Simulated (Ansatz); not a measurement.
# Ag (P6_3/mmc)

The calculation used DFT PBE, scalar-relativistic, plane waves, PAW (Ansatz).

Settings: cutoff 420 eV, Γ-centred mesh 24×24×12 on the computed 2-atom cell, Gaussian smearing of 0.10 eV; no spin polarisation.

The structure is relaxed at this level of theory with its symmetry kept, and needn't be the ground state of this composition.

```yaml
crystal:
  lattice:
    - [2.92959, 0.00000, 0.00000]
    - [-1.46479, 2.53710, 0.00000]
    - [0.00000, 0.00000, 4.80973]
  atoms:
    - { symbol: Ag, position: [0.66667, 0.33333, 0.25000] }
    - { symbol: Ag, position: [0.33333, 0.66667, 0.75000] }
```

| Quantity | Value |
| --- | --- |
| Space group | P6_3/mmc (No. 194) |
| Volume per atom | 120.6 bohr³ |
| Energy over the standard state (uncorrected) | +0.001 eV/atom |
| Kohn–Sham band gap | none (metal) |
| Density of states at the Fermi level | 0.6 states/eV per cell |
| Bader charge by site (e) | Ag (2 in the cell) 0.00 |

The cell was reached from a generator's guess, though it ends in a space group that the Crystallography Open Database lists for this formula.
